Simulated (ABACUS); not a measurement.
# HfO2 in ABACUS: the effect of strain along c

The system is HfO2.

```
Hf O
1.0
     3.56384    0.00000    0.00000
     1.72851    3.11660    0.00000
     1.62169    0.95500    2.83143
Hf O
1 2
Direct
  0.00000 0.00000 0.00000
  0.75000 0.75000 0.75000
  0.25000 0.25000 0.25000
```

The cell isn't the ideal one: cell strained by -0.06 along c.

Alike in all runs:

- Program: ABACUS 3.10.1
- Task: single point
- Functional: PBE
- Potentials or basis: PseudoDojo NC SR 0.4.1 PBE standard
- Cutoff: 1143 eV
- Density cutoff: 4572 eV
- Basis: plane waves
- k mesh: 6 × 6 × 6
- Occupations: fermi-dirac, width 0.05 eV
- Spin: no spin polarisation
- Radial cutoff of the potentials (pseudo_rcut): 7 bohr
- SCF threshold on the density: 1e-08
- Max SCF steps: 100
- Eigensolver: dav
- Mixing: broyden
- Mixing share: 0.7

```tsv
strain along c	gap on the mesh (eV)	pressure (GPa)
-0.06	3.69	12.1
-0.03	?	?
0	3.77	-4.9
0.03	3.58	-11.0
0.06	3.40	-15.9
```

**Question.** What does the run with strain along c -0.03 give?

**Answer.** gap on the mesh 3.79 eV; pressure 2.7 GPa.

Worked out: A parabola through the other rows of the gap on the mesh, of slope 0.814 eV per unit of strain along c there, gives 3.77 eV, against the run's 3.79. A parabola through the other rows of the pressure, of slope -282 GPa per unit of strain along c there, gives 2.9 GPa, against the run's 2.7.

Caveats: spin-orbit coupling is left out, which moves the levels of the heavy elements.

A k mesh can miss the band edges.
